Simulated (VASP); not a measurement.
Set up this calculation in VASP 6.6.1, as the native input.

- Task: band structure
- Functional: MS2
- Potentials or basis: VASP PAW PBE potentials, release 64 (Ni)
- Cutoff: 520 eV
- k mesh: 13 × 13 × 13
- Occupations: fermi-dirac, width 0.05 eV
- Spin: collinear spin, ferromagnetic start
- Starting moments: [1.0] μB
- Further INCAR settings: ALGO = Normal; EDIFF = 1e-07

The structure of Ni lies in POSCAR:

```
Ni
1.0
    0.0000000000      1.7375729330      1.7375729330
    1.7375729330      0.0000000000      1.7375729330
    1.7375729330      1.7375729330      0.0000000000
Ni
1
Direct
    0.0000000000      0.0000000000      0.0000000000
```

The input as run:

INCAR

```
PREC = Accurate ; ENCUT = 520
EDIFF = 1E-7 ; ISMEAR = -1
SIGMA = 0.05 ; LREAL = F
LASPH = T ; NELM = 150
ALGO = Normal ; ISIF = 2
LWAVE = F ; LCHARG = F
ISPIN = 2 ; MAGMOM = 1
LORBIT = 11 ; LMAXMIX = 4
METAGGA = MS2 ; LMIXTAU = T
```

KPOINTS

```
Automatic mesh
0
Gamma
  13 13 13
```

KPOINTS_OPT

```
path GXWKGLUWLK,UX
15
line-mode
reciprocal
 0.0000000000  0.0000000000  0.0000000000  G
 0.5000000000  0.0000000000  0.5000000000  X

 0.5000000000  0.0000000000  0.5000000000  X
 0.5000000000  0.2500000000  0.7500000000  W

 0.5000000000  0.2500000000  0.7500000000  W
 0.3750000000  0.3750000000  0.7500000000  K

 0.3750000000  0.3750000000  0.7500000000  K
 0.0000000000  0.0000000000  0.0000000000  G

 0.0000000000  0.0000000000  0.0000000000  G
 0.5000000000  0.5000000000  0.5000000000  L

 0.5000000000  0.5000000000  0.5000000000  L
 0.6250000000  0.2500000000  0.6250000000  U

 0.6250000000  0.2500000000  0.6250000000  U
 0.5000000000  0.2500000000  0.7500000000  W

 0.5000000000  0.2500000000  0.7500000000  W
 0.5000000000  0.5000000000  0.5000000000  L

 0.5000000000  0.5000000000  0.5000000000  L
 0.3750000000  0.3750000000  0.7500000000  K

 0.6250000000  0.2500000000  0.6250000000  U
 0.5000000000  0.0000000000  0.5000000000  X
```

Potentials or basis: VASP PAW PBE potentials, release 64 (Ni).

Launch:

```sh
$ cat potpaw_PBE.64/Ni/POTCAR > POTCAR
$ mpirun -np 1 vasp_std > vasp.out
```

Results of the run:

The pressure is -3.1 GPa. The band gap along the path is none (metal or under the smearing width) and the net moment is 0.72 μB per cell. The site moments are Ni +0.75 μB. The valence electrons inside the program's atomic spheres are Ni 9.45.

Caveat: the PAW data sets were made with another functional, which shifts forces and pressure a little.

It took 2.5 min on 1 thread of Intel(R) Xeon(R) Platinum 8488C (Sapphire Rapids), on a shared host, peak memory 0.14 GiB.
